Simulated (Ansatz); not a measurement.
# A C vacancy in 4H-SiC, 95 atoms, charge +1

Method: DFT, r2SCAN, PAW, plane waves in Ansatz 0.2.0.

The input as it was run:

```yaml
crystal:
  lattice:
    - [9.234204, 0.000000, 0.000000]
    - [0.000000, 10.662740, 0.000000]
    - [0.000000, 0.000000, 10.075947]
  atoms:
    - { symbol: Si, position: [0.000682, 0.999096, 0.500466] }
    - { symbol: Si, position: [0.335582, 0.001241, 0.500723] }
    - { symbol: Si, position: [0.167691, 0.249957, 0.500770] }
    - { symbol: Si, position: [0.000013, 0.501214, 0.500368] }
    - { symbol: Si, position: [0.666788, 0.999553, 0.500929] }
    - { symbol: Si, position: [0.507009, 0.249133, 0.506366], spin: 0.25 }
    - { symbol: Si, position: [0.330867, 0.501511, 0.495708], spin: 0.25 }
    - { symbol: Si, position: [0.166552, 0.750516, 0.499708] }
    - { symbol: Si, position: [0.836178, 0.248800, 0.500883] }
    - { symbol: Si, position: [0.671451, 0.495726, 0.506712], spin: 0.25 }
    - { symbol: Si, position: [0.500088, 0.749997, 0.500601] }
    - { symbol: Si, position: [0.832642, 0.748321, 0.500775] }
    - { symbol: Si, position: [0.000019, 0.166630, 0.250013] }
    - { symbol: Si, position: [0.333153, 0.167774, 0.250528] }
    - { symbol: Si, position: [0.164052, 0.417093, 0.247825] }
    - { symbol: Si, position: [0.998938, 0.667287, 0.249397] }
    - { symbol: Si, position: [0.666780, 0.167561, 0.249810] }
    - { symbol: Si, position: [0.492080, 0.420078, 0.244134], spin: 0.25 }
    - { symbol: Si, position: [0.331791, 0.668486, 0.247562] }
    - { symbol: Si, position: [0.166270, 0.917475, 0.249570] }
    - { symbol: Si, position: [0.831992, 0.416376, 0.249355] }
    - { symbol: Si, position: [0.665081, 0.666733, 0.250580] }
    - { symbol: Si, position: [0.499758, 0.917357, 0.249990] }
    - { symbol: Si, position: [0.832668, 0.917065, 0.250243] }
    - { symbol: Si, position: [0.166794, 0.083261, 0.750474] }
    - { symbol: Si, position: [0.000646, 0.333141, 0.750490] }
    - { symbol: Si, position: [0.500478, 0.082397, 0.751606] }
    - { symbol: Si, position: [0.333486, 0.332831, 0.750214] }
    - { symbol: Si, position: [0.167155, 0.583566, 0.747237] }
    - { symbol: Si, position: [0.000040, 0.833301, 0.750109] }
    - { symbol: Si, position: [0.833966, 0.083074, 0.750692] }
    - { symbol: Si, position: [0.668414, 0.332794, 0.752838] }
    - { symbol: Si, position: [0.500783, 0.584001, 0.750161] }
    - { symbol: Si, position: [0.333521, 0.833785, 0.750141] }
    - { symbol: Si, position: [0.834730, 0.584007, 0.751611] }
    - { symbol: Si, position: [0.666833, 0.833501, 0.750561] }
    - { symbol: Si, position: [0.999755, 0.000081, 0.000094] }
    - { symbol: Si, position: [0.332962, 0.000500, 0.000537] }
    - { symbol: Si, position: [0.166417, 0.250040, 0.999765] }
    - { symbol: Si, position: [0.999640, 0.500167, 0.999180] }
    - { symbol: Si, position: [0.666705, 0.000345, 0.000478] }
    - { symbol: Si, position: [0.499774, 0.250950, 0.000192] }
    - { symbol: Si, position: [0.331820, 0.500846, 0.996909] }
    - { symbol: Si, position: [0.166144, 0.750443, 0.998777] }
    - { symbol: Si, position: [0.833800, 0.249801, 0.000496] }
    - { symbol: Si, position: [0.665369, 0.499973, 0.000376] }
    - { symbol: Si, position: [0.499645, 0.750667, 0.999663] }
    - { symbol: Si, position: [0.832703, 0.750478, 0.000577] }
    - { symbol: C, position: [0.999448, 0.000268, 0.187626] }
    - { symbol: C, position: [0.333140, 0.001039, 0.188198] }
    - { symbol: C, position: [0.166442, 0.250382, 0.187333] }
    - { symbol: C, position: [0.997971, 0.500600, 0.186775] }
    - { symbol: C, position: [0.666242, 0.000898, 0.187894] }
    - { symbol: C, position: [0.499318, 0.251411, 0.189298] }
    - { symbol: C, position: [0.327869, 0.502744, 0.183335] }
    - { symbol: C, position: [0.165256, 0.750958, 0.186534] }
    - { symbol: C, position: [0.833376, 0.250179, 0.187720] }
    - { symbol: C, position: [0.664222, 0.500108, 0.189786] }
    - { symbol: C, position: [0.499408, 0.750617, 0.187180] }
    - { symbol: C, position: [0.831817, 0.750253, 0.188242] }
    - { symbol: C, position: [0.000342, 0.999771, 0.687561] }
    - { symbol: C, position: [0.333853, 0.000584, 0.687654] }
    - { symbol: C, position: [0.167164, 0.250058, 0.687520] }
    - { symbol: C, position: [0.000419, 0.499699, 0.686938] }
    - { symbol: C, position: [0.666931, 0.000180, 0.687913] }
    - { symbol: C, position: [0.501317, 0.250185, 0.690683] }
    - { symbol: C, position: [0.336819, 0.498508, 0.682937] }
    - { symbol: C, position: [0.167210, 0.750201, 0.686467] }
    - { symbol: C, position: [0.834006, 0.249869, 0.687941] }
    - { symbol: C, position: [0.667763, 0.499504, 0.691090] }
    - { symbol: C, position: [0.500026, 0.750125, 0.687464] }
    - { symbol: C, position: [0.833131, 0.749606, 0.687677] }
    - { symbol: C, position: [0.002119, 0.165802, 0.438225] }
    - { symbol: C, position: [0.337605, 0.171579, 0.438710] }
    - { symbol: C, position: [0.167619, 0.416283, 0.436351] }
    - { symbol: C, position: [0.000028, 0.666849, 0.437644] }
    - { symbol: C, position: [0.669019, 0.167705, 0.437790] }
    - { symbol: C, position: [0.334767, 0.666441, 0.435806] }
    - { symbol: C, position: [0.168558, 0.917433, 0.437775] }
    - { symbol: C, position: [0.834375, 0.414531, 0.437269] }
    - { symbol: C, position: [0.663642, 0.661790, 0.438789] }
    - { symbol: C, position: [0.500797, 0.916632, 0.438179] }
    - { symbol: C, position: [0.832944, 0.915889, 0.438427] }
    - { symbol: C, position: [0.166488, 0.083519, 0.938244] }
    - { symbol: C, position: [0.999928, 0.333520, 0.938108] }
    - { symbol: C, position: [0.499871, 0.083764, 0.939358] }
    - { symbol: C, position: [0.333127, 0.333832, 0.937652] }
    - { symbol: C, position: [0.166005, 0.583761, 0.934914] }
    - { symbol: C, position: [0.999373, 0.833450, 0.937913] }
    - { symbol: C, position: [0.833269, 0.083483, 0.938359] }
    - { symbol: C, position: [0.667023, 0.333377, 0.939828] }
    - { symbol: C, position: [0.499361, 0.583644, 0.937649] }
    - { symbol: C, position: [0.333044, 0.833938, 0.937987] }
    - { symbol: C, position: [0.832778, 0.583609, 0.939340] }
    - { symbol: C, position: [0.666371, 0.833730, 0.938257] }
  symmetry: { detect: false }
kpoints:
  mp_grid: { grid: [1, 1, 1], shift: [0.25, 0.25, 0.25] }
hamiltonian:
  xc: r2scan
total_charge: 1
magnetization:
  spin_polarized: true
scf:
  occupations: { method: fermi_dirac, width: 0.01 }
output:
  forces: true
  eigenvalues: true
  populations: true
  charged_corrections: { epsilon: 9.7 }
  eigenstates: { kpoints: [[0.25, 0.25, 0.25]], e_range: [-6.0, 6.0], localisation: true }
```

Started with:

```sh
ansatz run in.yaml --threads 32 --pin off --max-ram 171000MiB --runs-dir r --events-out ev --progress --plain --backend cuda --devices 0,
```

The program printed, less machine lines and repeats, with […] for rows cut from tables:

```
Pseudopotentials: kind: paw
Functional definition: r2SCAN
  parameter k0 = 0.174
  parameter k1 = 0.065
  parameter a1 = 4.9479
  exchange = r2scan_x(k0 = k0, k1 = k1, a1 = a1)
  correlation = r2scan_c
Crystal: 95 atoms, lattice volume = 992.097 Å³
Basis set: ecut = 500 eV, 25207 PW (Γ), exchange–correlation on 288×320×300 points (64 copies of the dense FFT grid, shifted against one another)
Bands: 285, of which v1, the nominal top of the filled ones, is band 190 counted from 1 (189 counted from 0)
Symmetry: 1 space group operations
k-points: 1
Non-local potential: Si, projectors of the file, l = 0: 2, l = 1: 2, l = 2: 2
Non-local potential: C, projectors of the file, l = 0: 2, l = 1: 2, l = 2: 1
PAW form: soft (Blöchl's): semilocal exchange-correlation on the pseudo side does not see the compensation charge
PAW frozen core: Si, regenerated for the run's functional (the file was generated under x = pbe(κ = 0.804, μ = 0.2195149727645171), c = pbe(β = 0.06672455060314922))
PAW frozen core: C, regenerated for the run's functional (the file was generated under x = pbe(κ = 0.804, μ = 0.2195149727645171), c = pbe(β = 0.06672455060314922))
PAW one-centre angular grid: Si, 302 points (default); XC on 160 Gauss nodes
PAW one-centre angular grid: C, 302 points (default); XC on 239 of its mesh's 2573 points in the sphere
Initial density: superposition of atomic densities (chi_scale 0.1, normalization cell)
Starting moments: Σ|m| = 1 μB on 4 of 95 sites
Initial wavefunctions: pseudopotential atomic-orbital guess
Functional: x = r2scan, c = r2scan; τ floored in thin density (d = 2e-4 eV/Å³)
SCF iter   1: F=—  HF=-42603.475013 eV  |F-HF|=—  |Δ(HF+E_count)|=         —  Δρ=7.31e-2 (↑7.31e-2 ↓7.31e-2)  dr2=2.67e2  dr2_τ=7.04e0  dr2_m=2.55e-2  M=0.999 μB ∫|m|=1.059 μB  β_m=0.30  ethr=3.10e-3  ⟨swp⟩=6.0  Hψ=2379  notcnv=0  defer=158
preconditioner: auto → Resta (q_TF=auto, 2.324 Å⁻¹)  ε∞=3.9  [insulator: Δε(μ)=0.159 eV  Ē_g=13.551 eV  σ=0.010 eV  W_gap=1.00  n_scr=218 (ndim 8)  ℏωp=23.0 eV  f_vac=0.000  D(μ)=0.07/eV (n_scr^D=0)  ε∞_Penn≈3.9]
spin=Collinear: Resta preconditioning applied to the charge; magnetization (m = ρ↑ − ρ↓) channel mixes plain (no charge-response kernel on spin).
SCF iter   2: F=—  HF=-42553.397531 eV  |F-HF|=—  |Δ(HF+E_count)|=    5.01e1  Δρ=4.22e-2 (↑4.22e-2 ↓4.22e-2)  dr2=8.68e1  dr2_τ=6.02e-1  dr2_m=1.90e-2  M=1.000 μB ∫|m|=1.076 μB  β_m=0.30  ethr=3.10e-3  ⟨swp⟩=3.0  Hψ=1058  notcnv=0  defer=178  κ⁻¹=1.0e0(r=1)
SCF iter   3: F=—  HF=-42536.153276 eV  |F-HF|=—  |Δ(HF+E_count)|=    1.72e1  Δρ=1.47e-2 (↑1.46e-2 ↓1.47e-2)  dr2=5.03e0  dr2_τ=4.44e-1  dr2_m=1.35e-2  M=1.000 μB ∫|m|=1.095 μB  β_m=0.30  ethr=3.10e-3  ⟨swp⟩=3.0  Hψ=1057  notcnv=0  defer=178  κ⁻¹=3.4e-3(r=2)
SCF iter   4: F=—  HF=-42538.274281 eV  |F-HF|=—  |Δ(HF+E_count)|=    2.12e0  Δρ=4.36e-3 (↑4.33e-3 ↓4.36e-3)  dr2=4.68e-1  dr2_τ=4.41e-3  dr2_m=9.05e-3  M=1.000 μB ∫|m|=1.108 μB  β_m=0.30  ethr=1.33e-3  ⟨swp⟩=3.0  Hψ=869  notcnv=0  defer=178  κ⁻¹=5.5e-4(r=3)
SCF iter   5: F=—  HF=-42538.366488 eV  |F-HF|=—  |Δ(HF+E_count)|=   9.22e-2  Δρ=1.43e-3 (↑1.43e-3 ↓1.33e-3)  dr2=3.85e-2  dr2_τ=8.73e-4  dr2_m=5.80e-3  M=1.000 μB ∫|m|=1.116 μB  β_m=0.30  ethr=1.24e-4  ⟨swp⟩=3.0  Hψ=785  notcnv=0  defer=178  κ⁻¹=5.8e-5(r=4)
SCF iter   6: F=—  HF=-42538.371126 eV  |F-HF|=—  |Δ(HF+E_count)|=   4.64e-3  Δρ=7.91e-4 (↑7.91e-4 ↓7.30e-4)  dr2=6.99e-3  dr2_τ=1.13e-4  dr2_m=3.71e-3  M=1.000 μB ∫|m|=1.128 μB  β_m=0.30  ethr=1.02e-5  ⟨swp⟩=3.0  Hψ=703  notcnv=0  defer=178  κ⁻¹=1.3e-6(r=5)
SCF iter   7: F=—  HF=-42538.381075 eV  |F-HF|=—  |Δ(HF+E_count)|=   9.95e-3  Δρ=6.07e-4 (↑6.07e-4 ↓5.95e-4)  dr2=2.37e-3  dr2_τ=3.36e-5  dr2_m=2.38e-3  M=1.000 μB ∫|m|=1.138 μB  β_m=0.30  ethr=1.84e-6  ⟨swp⟩=2.5  Hψ=791  notcnv=0  defer=178  κ⁻¹=7.2e-7(r=6)
SCF iter   8: F=—  HF=-42538.388186 eV  |F-HF|=—  |Δ(HF+E_count)|=   7.11e-3  Δρ=4.19e-4 (↑4.14e-4 ↓4.19e-4)  dr2=8.27e-5  dr2_τ=4.56e-6  dr2_m=1.56e-3  M=1.000 μB ∫|m|=1.149 μB  β_m=1.20  ethr=6.25e-7  ⟨swp⟩=2.5  Hψ=775  notcnv=0  defer=178
Mixer restart at iter 8: flushing history
spin-set hold released at iteration 8 (site moments contracting): the magnetisation degrees of freedom join the quasi-Newton model from the next iteration; the mixer history was flushed
[…]
SCF iter  11: F=—  HF=-42538.399988 eV  |F-HF|=—  |Δ(HF+E_count)|=   9.05e-5  Δρ=3.48e-5 (↑3.48e-5 ↓2.72e-5)  dr2=4.52e-5  dr2_τ=6.54e-8  dr2_m=5.09e-7  M=1.000 μB ∫|m|=1.208 μB  β_m=1.20  ethr=2.18e-8  ⟨swp⟩=3.0  Hψ=930  notcnv=0  defer=178  κ⁻¹=7.9e-3(r=3)
SCF iter  12: F=—  HF=-42538.399994 eV  |F-HF|=—  |Δ(HF+E_count)|=   5.48e-6  Δρ=1.71e-5 (↑1.10e-5 ↓1.71e-5)  dr2=7.46e-6  dr2_τ=1.96e-8  dr2_m=3.58e-7  M=1.000 μB ∫|m|=1.209 μB  β_m=1.20  ethr=1.19e-8  ⟨swp⟩=3.0  Hψ=770  notcnv=0  defer=178  κ⁻¹=2.2e-3(r=4)
SCF iter  13: F=—  HF=-42538.399999 eV  |F-HF|=—  |Δ(HF+E_count)|=   5.39e-6  Δρ=6.76e-6 (↑6.34e-6 ↓6.76e-6)  dr2=1.58e-6  dr2_τ=5.50e-9  dr2_m=1.53e-7  M=1.000 μB ∫|m|=1.209 μB  β_m=1.20  ethr=1.97e-9  ⟨swp⟩=2.5  Hψ=769  notcnv=0  defer=178  κ⁻¹=6.8e-4(r=5)
SCF iter  14: F=—  HF=-42538.400001 eV  |F-HF|=—  |Δ(HF+E_count)|=   1.52e-6  Δρ=4.12e-6 (↑4.12e-6 ↓3.58e-6)  dr2=8.22e-7  dr2_τ=1.54e-9  dr2_m=2.56e-8  M=1.000 μB ∫|m|=1.209 μB  β_m=1.20  ethr=4.18e-10  ⟨swp⟩=3.0  Hψ=785  notcnv=0  defer=178  κ⁻¹=1.7e-4(r=6)
SCF iter  15: F=—  HF=-42538.400001 eV  |F-HF|=—  |Δ(HF+E_count)|=   1.35e-7  Δρ=1.90e-6 (↑1.90e-6 ↓1.66e-6)  dr2=8.84e-8  dr2_τ=4.41e-10  dr2_m=9.56e-9  M=1.000 μB ∫|m|=1.209 μB  β_m=1.20  ethr=2.64e-11  ⟨swp⟩=15.5  Hψ=4215  notcnv=0  κ⁻¹=4.2e-5(r=7)
SCF iter  16: F=—  HF=-42538.400001 eV  |F-HF|=—  |Δ(HF+E_count)|=   1.14e-7  Δρ=8.35e-7 (↑8.21e-7 ↓8.35e-7)  dr2=2.51e-8  dr2_τ=9.20e-11  dr2_m=7.01e-10  M=1.000 μB ∫|m|=1.209 μB  β_m=1.20  ethr=2.33e-11  ⟨swp⟩=4.0  Hψ=1617  notcnv=0  κ⁻¹=1.3e-5(r=8)
SCF iter  17: F=-42538.400001 eV  HF=-42538.400001 eV  |F-HF|=3.75e-9  |Δ(HF+E_count)|=   1.12e-8  Δρ=4.14e-7 (↑4.14e-7 ↓4.03e-7)  dr2=5.45e-9  dr2_τ=2.01e-11  dr2_m=1.97e-10  M=1.000 μB ∫|m|=1.209 μB  ethr=6.62e-12  ⟨swp⟩=4.5  Hψ=1684  notcnv=0
SCF 1 converged in 17 iterations: F = -42538.400001 eV  dr2 = 5.45e-9
  greatest PAW one-centre occupation: 0.665 electrons in one spin orbital (limit 2), on the C atom at site 54 (counted from 0), in its partial waves of l = 0
this state was not tested for a lower state beside it, because the mixer in use, unlike msr1, does not test its closes by its own steps (another_mixer; see scf.mixing.algorithm and scf.lower_state_search)
NSCF: frozen V_eff on 1 k-points
SCF converged after 17 iterations
Magnetization: 1.0000 μB (190.0000 up, 189.0000 down)
Absolute magnetization: 1.2125 μB (∫|ρ↑−ρ↓|, with the PAW one-centre terms)
Spin contamination: 0.0139 ħ² per cell (⟨S²⟩ above its minimum at these occupations)
Per-site moments (μB) at R_I (Å): [(0.00018579880086799381, 0.7775526625375971), (-0.00022800818926226464, 0.7759587515027448), (0.0001729754254273271, 0.7761090866884102), (0.00429494781353999, 0.7737667626949722), (0.0018708235465803313, 0.7751233384780325), (0.02758733037382242, 0.7664026512344817), (0.00821609880460454, 0.7668508166784135), (0.0015437614780527751, 0.7762369695669495), (0.00085
Free energy (F): -42538.400001 eV
Harris-Foulkes:  -42538.400001 eV  (|F-HF|=3.75e-9)
Internal energy: -42538.400001 eV  (E = F + TS)
E sigma→0 (E₀):  -42538.400001 eV
Fermi energy:    11.096852 eV
--- Per-component energies (eV) ---
  E_band       = 1183.291689
  E_kinetic    = 6410.315201
  E_local      = -5067.245076  (includes V_loc(G=0)·N_el)
  E_nonlocal   = 2387.204991
  E_hartree    = 1613.579598
  E_xc         = -4801.888927
  E_vxc        = -5607.352103  (∫ρ·V_xc dr)
  E_paw        = -29671.028603  (= ΣΔE_a)
  E_vpaw       = -429.833733  (= ΣTr[D̂ρ^β])
  E_aug_tail   = 0.000388  (compensation charges beyond the density's cutoff)
  E_vtau       = 263.042401  (kinetic-family band-sum trace: ∫τ·v_τ [+ j·A + Jᵃ·Aᵃ] dr)
  E_ewald      = -13404.504423
  E_core_change = -4.833149  (= ΣΔE_core)
  E_smearing   = -0.000000  (= −TS)
  E_closure    = 0.000000  (closes the sum)
  E_deformation_potential = 17.969730  (in the stress; not in F)
  Σ components = -42538.400001   (vs F -42538.400001, Δ=0.00e0)
--- Forces (eV/Å), atoms counted from 1 ---
  atom   1  Si     0.00559358     0.00932096    -0.00183662
  atom   2  Si    -0.00892282    -0.02822392     0.00584258
  atom   3  Si     0.00182625     0.01315608    -0.00898427
  atom   4  Si     0.01332075    -0.03132981    -0.02331378
  atom   5  Si     0.02483747    -0.00922689    -0.01518906
  atom   6  Si     0.08550387    -0.06602978     0.05499150
  atom   7  Si    -0.13465572     0.06738688    -0.04100029
  atom   8  Si     0.00402674     0.01338990     0.00105452
  atom   9  Si    -0.00329202     0.00443792    -0.01184786
  atom  10  Si     0.09338404    -0.05154377     0.05221681
  atom  11  Si    -0.00548428    -0.01093518    -0.00259570
  atom  12  Si     0.02690927     0.02658211     0.00241006
  atom  13  Si     0.00626070    -0.00596890     0.00156315
  atom  14  Si     0.00157669     0.00686438    -0.00883110
  atom  15  Si     0.00836121     0.00031128    -0.00236201
  atom  16  Si    -0.00413634     0.00128136    -0.00202395
  atom  17  Si     0.01919857    -0.00256786     0.01850525
  atom  18  Si    -0.06851364     0.04989136    -0.09519503
  atom  19  Si     0.00107930    -0.00523204    -0.00854720
  atom  20  Si    -0.00024573     0.00230893     0.00513883
  atom  21  Si     0.00928488    -0.01126232     0.02274662
  atom  22  Si    -0.00303223    -0.00695767    -0.00994418
  atom  23  Si     0.00402215     0.00010153    -0.00185261
  atom  24  Si     0.00535575    -0.00103851     0.00505279
  atom  25  Si     0.00084208    -0.00111114    -0.00252556
  atom  26  Si    -0.00509355    -0.00724242    -0.00525536
  atom  27  Si    -0.00452379     0.01698675     0.00508820
  atom  28  Si     0.01418996    -0.01692476    -0.00847133
  atom  29  Si    -0.02889133     0.01651634     0.01922217
  atom  30  Si    -0.00438258     0.00739388    -0.00187005
  atom  31  Si    -0.00138260     0.00231583    -0.00171071
  atom  32  Si    -0.00813351     0.00754170    -0.00637394
  atom  33  Si     0.02463954    -0.00307908    -0.00554567
  atom  34  Si    -0.00157864    -0.00108278    -0.00619886
  atom  35  Si    -0.02434155    -0.00740848     0.00294593
  atom  36  Si     0.00136442    -0.00139610    -0.00187398
  atom  37  Si    -0.00217477     0.00251060     0.00493842
  atom  38  Si    -0.00162273     0.00253582     0.00265245
  atom  39  Si    -0.00405276    -0.00326555     0.00631633
  atom  40  Si    -0.00753644     0.00119718     0.00498679
  atom  41  Si     0.00059077     0.00015937     0.00571491
  atom  42  Si     0.00156401    -0.01610779    -0.02059903
  atom  43  Si    -0.02584419     0.01656070     0.02250049
  atom  44  Si    -0.00616719     0.00888467     0.00246135
  atom  45  Si     0.00079816    -0.00109308     0.00560033
  atom  46  Si     0.01390719     0.00926948    -0.02331488
  atom  47  Si     0.00305106     0.00481908     0.00863821
  atom  48  Si    -0.00186757     0.00020286     0.00267923
  atom  49  C      0.00342908    -0.00097980    -0.00640075
  atom  50  C     -0.00043883    -0.00009311    -0.00531715
  atom  51  C     -0.00102784     0.00296478    -0.00348003
  atom  52  C      0.00795402    -0.00370817    -0.00370309
  atom  53  C     -0.00429159     0.00349244    -0.00785759
  atom  54  C     -0.01904006     0.00766748     0.00639606
  atom  55  C      0.03797397    -0.02283819    -0.03452089
  atom  56  C      0.01169779    -0.00637779     0.00234650
  atom  57  C     -0.01226772     0.00622772    -0.01011810
  atom  58  C     -0.00872682     0.01037906    -0.00271736
  atom  59  C     -0.00373552    -0.00306574    -0.00026566
  atom  60  C      0.00356918    -0.00300997    -0.00575503
  atom  61  C      0.00224153    -0.00224731    -0.00185933
  atom  62  C      0.00588316    -0.00238931    -0.00095434
  atom  63  C      0.00476914     0.00709045    -0.00394317
  atom  64  C      0.00628814     0.01508615    -0.00217952
  atom  65  C     -0.00339176    -0.00453118     0.00077157
  atom  66  C     -0.00619761    -0.01618782    -0.01056958
  atom  67  C      0.00970287    -0.00835943     0.01408167
  atom  68  C      0.00008030    -0.01133976    -0.00699794
  atom  69  C      0.00690162    -0.00091741     0.00215977
  atom  70  C      0.01563158     0.01538907    -0.01793206
  atom  71  C      0.00097069    -0.00718469    -0.00582273
  atom  72  C      0.00614264    -0.00252572    -0.00149007
  atom  73  C     -0.01213956     0.01080145     0.00856209
  atom  74  C     -0.02879529    -0.01457055     0.00557137
  atom  75  C     -0.01844109     0.00654954     0.01056847
  atom  76  C     -0.00906349    -0.00657520     0.01437547
  atom  77  C     -0.00565761    -0.03296436     0.02178677
  atom  78  C     -0.02166787     0.00570679     0.01579195
  atom  79  C     -0.01563490     0.00149023     0.00637695
  atom  80  C      0.02193473     0.04144160     0.03044720
  atom  81  C      0.00028745     0.03152464     0.00591103
  atom  82  C     -0.00009201     0.00560037     0.00990943
  atom  83  C     -0.01141634    -0.01115436     0.00530767
  atom  84  C      0.00344048     0.00249623    -0.00034725
  atom  85  C      0.00480128     0.00105811    -0.00132664
  atom  86  C      0.00253740     0.00869687     0.00603549
  atom  87  C      0.00122086     0.00807330    -0.00318404
  atom  88  C      0.01811195    -0.01106427     0.01324673
  atom  89  C      0.00521683    -0.00312208     0.00354524
  atom  90  C      0.00116466     0.00071455     0.00315044
  atom  91  C     -0.00676707     0.00246023    -0.00276794
  atom  92  C     -0.00593046    -0.00548436     0.00038845
  atom  93  C     -0.00065791    -0.00381956     0.00150777
  atom  94  C     -0.00221185    -0.00972065     0.00400156
  atom  95  C      0.00003470    -0.00354297     0.00134023
  max |Σ_I F_I| component: 7.36e-5 eV/Å
--- Charged-cell corrections in eV (Makov–Payne, q = +1.000 e, ε = 9.700) ---
  F (periodic)     = -42538.400001  (uncorrected; the corrections below are reported, never added to it)
  E_corr1          = +0.210028  (monopole, q²α_M/2εL)
  F Makov-Payne    = -42538.189973  (F + E_corr1; no measured alignment; for a localised charge, not one spread in a band: unchecked)
--- Band table (eV) ---
  k-point 0 ↑: bands = ["-6.6308", "-6.0928", "-6.0126", "-5.8892", "-5.4769", "-5.3748", "-5.2872", "-5.0258", "-4.8392", "-4.7737", "-4.5449", "-4.4400", "-4.3729", "-4.2954", "-4.1570", "-4.0652", "-3.9646", "-3.8094", "-3.6960", "-3.6552", "-3.5725", "-3.4370", "-3.3826", "-3.3269", "-3.2006", "-3.0941", "-3.0009", "-2.9852", "-2.9483", "-2.9063", "-2.8450", "-2.7649", "-2.6954", "-2.6375", "- …
  k-point 0 ↓: bands = ["-6.6203", "-6.0826", "-6.0039", "-5.8764", "-5.4683", "-5.3643", "-5.2730", "-5.0148", "-4.8278", "-4.7640", "-4.5312", "-4.4332", "-4.3601", "-4.2876", "-4.1478", "-4.0550", "-3.9509", "-3.8000", "-3.6890", "-3.6428", "-3.5597", "-3.4276", "-3.3754", "-3.3154", "-3.1901", "-3.0811", "-2.9912", "-2.9755", "-2.9409", "-2.8946", "-2.8363", "-2.7578", "-2.6861", "-2.6289", "- …
--- Löwdin populations: 95 sites ---
  site symbol       q [e]    m [muB]
     0     Si      2.8754     0.0003
     1     Si      2.8772    -0.0007
[…]
    93      C      5.0263     0.0128
    94      C      5.0302     0.0003
  spilling = 0.010420 (of n_electrons = 379.000000)
```

Absolute energies hang on the potentials; compare differences alone.

The atoms are those of an earlier PBEsol relaxation. One k point and one spin start were run, so the state needn't be the lowest, and an added charge can sit in a band of the host.

Time: 8.4 s of wall time on one NVIDIA GB300 with 32 processor threads, on a host shared with other runs; peak host memory 3.6 GiB.
